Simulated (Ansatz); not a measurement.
## Nuclear-site quantities of Cd as the cell is scaled

```xyz
2
Lattice="2.9789 0.0000 0.0000 -1.4894 2.5798 0.0000 0.0000 0.0000 5.6177" Properties=species:S:1:pos:R:3 pbc="T T T"
Cd    0.0000    1.7199    1.4044
Cd    1.4894    0.8599    4.2132
```

Atoms are numbered in the order listed.

The cell is COD entry 9008490, as deposited and not checked against the literature; nothing was relaxed.

All numbers below come from Ansatz 0.2.0, DFT, PBE, all-electron PAW with datasets made for the crystal, scalar-relativistic.

The runs use a Γ-centred 16×16×7 k mesh, Fermi–Dirac smearing of 0.05 eV, cutoff 260 eV (chosen by the program for this cell), no spin polarisation.

The contact density is the mean electron density over the nuclear volume; its changes follow the s electrons' response to bonding and compression. Changes below are taken from the unscaled cell, where it is 1.03593e+06 e/Å³ at Cd1.

```csv
V/V(cell),P (GPa),Δρ(0) Cd1 (e/Å³)
0.9405,7.4,?
1.0000,2.9,0.00
1.0600,-0.2,?
```

Question: Give the missing entry: row "1.0600", column "Δρ(0) Cd1 (e/Å³)".

Answer: 1.08.

Question: Give the missing entry: row "0.9405", column "Δρ(0) Cd1 (e/Å³)".

Answer: -0.08.

The datasets are made afresh for each cell, so very small changes are uncertain.
